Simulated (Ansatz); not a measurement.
# NiSi2/AlP/CoSi2: predicting the conductance of a thicker barrier

Set-up. Ansatz 0.2.0, plane waves with PAW datasets, PBE. Interfaces are relaxed in a short slab (with D3(BJ) where the barrier is layered), set between ideal electrode layers that go on as semi-infinite leads, and the zero-bias conductance G at 300 K comes from T(E) on a typed mesh. The error is the largest of the program's estimates from energy step, mesh, the leads' potential steps and neutrality; its separate bound for narrow resonances between the energies solved isn't counted and can be far larger. The lower electrode is NiSi2 (fluorite 111 turned by 180 degrees  type B), the upper CoSi2 (fluorite 111 turned by 180 degrees  type B) and the barrier AlP (zinc blende 111), on a net of side 3.896 Å; d is the distance between the electrodes' last planes.

What is known so far:

| planes in the barrier | d (Å) | G (S/m²) | error (%) | lead step (meV) |
| --- | --- | --- | --- | --- |
| 4 | 8.81 | 2.06e13 | 16 | 14 |
| 6 | 11.99 | 4.55e12 | 10 | 14 |
| 8 | 15.18 | 1.03e12 | 11 | 14 |
| 12 | 21.54 | 5.89e10 | 11 | 14 |

Q: A further run has 14 planes, d = 24.72 Å. Fit G ∝ exp(−βd) to the rows shown and predict its conductance.

**Worked fit.** Take y = ln G: 30.66, 29.15, 27.66 and 24.80. The means are d = 14.38 Å and y = 28.07; Σ(Δd Δy) = −40.74 and Σ(Δd)² = 88.64, so the slope is −0.460 Å⁻¹ (β = 0.460 Å⁻¹). At d = 24.72 Å, y = 28.07 − 0.460 × 10.34 = 23.31, or G = 1.33e10 S/m².

What the calculation gave: The run gave 1.48e10 S/m², with an error estimate of 12 % and a lead step of 14 meV. The prediction is 0.9 times that, too low by 10 %. That lies within the runs' own error estimates, carried through the fit.

Caveats: The interfaces are ideal, one cell wide, strained to a common net and relaxed from one registry with their symmetry kept. PBE's gaps are too small, so true decay constants are likely larger where the Fermi level lies deep in a gap. No spin-orbit coupling, phonons, disorder or image charges enter. The rows shown are chosen by tests on error estimates (under 100 to 120 %), lead steps (under 150 meV, though the program warns over 25), intact interfaces and, for fits, a steady trend in the rows shown; the data set holds 414 series of this kind, and not all pass.
